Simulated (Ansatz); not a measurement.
**Equation of state of PbS from a dense series**

```yaml
crystal:
  lattice:
    - [2.94050, -2.90000, 0.00000]
    - [2.94050, 2.90000, 0.00000]
    - [-1.08005, 0.00000, 11.70929]
  atoms:
    - { symbol: Pb, position: [0.77560, 0.77560, 0.63638] }
    - { symbol: Pb, position: [0.22440, 0.22440, 0.36362] }
    - { symbol: S, position: [0.26840, 0.26840, 0.59860] }
    - { symbol: S, position: [0.73160, 0.73160, 0.40140] }
```

Atoms are numbered in the order listed.

The cell is COD entry 2106944, as deposited and not checked against the literature; nothing was relaxed.

Spin–orbit coupling is left out, though it moves levels of the heavy atoms by tenths of an eV or more.

These are results of DFT, PBEsol, all-electron LAPW, scalar-relativistic in Ansatz 0.2.0, not measurements.

Sampling and basis: a Γ-centred 7×7×3 k mesh, Fermi–Dirac smearing of 0.01 eV, basis error target 0.5 meV/atom, no spin polarisation.

The cell is scaled evenly. Fractional coordinates are held (clamped ions).

```json
{"V (Å³/atom)": "46.930", "P (GPa)": "0.77"}
{"V (Å³/atom)": "47.928", "P (GPa)": "0.09"}
{"V (Å³/atom)": "48.927", "P (GPa)": "-0.52"}
{"V (Å³/atom)": "49.426", "P (GPa)": "-0.80"}
{"V (Å³/atom)": "49.925", "P (GPa)": "-1.07"}
{"V (Å³/atom)": "50.424", "P (GPa)": "-1.32"}
{"V (Å³/atom)": "50.924", "P (GPa)": "-1.56"}
{"V (Å³/atom)": "52.921", "P (GPa)": "-2.39"}
```

(1) Fit a third-order Birch–Murnaghan curve to the pressures.

(2) Predict the pressure at the withheld volume, 51.922 Å³/atom.

## Answers

(1) P = (3B0/2)(y^(7/2) − y^(5/2))[1 + (3/4)(B0′ − 4)(y − 1)] with y = (V0/V)^(2/3) fits within 0.01 GPa for V0 = 48.068 Å³/atom, B0 = 30.6 GPa and B0′ = 4.31.

(2) There y = 0.9499, so the fit gives -2.00 GPa; the run gave -1.99 GPa.
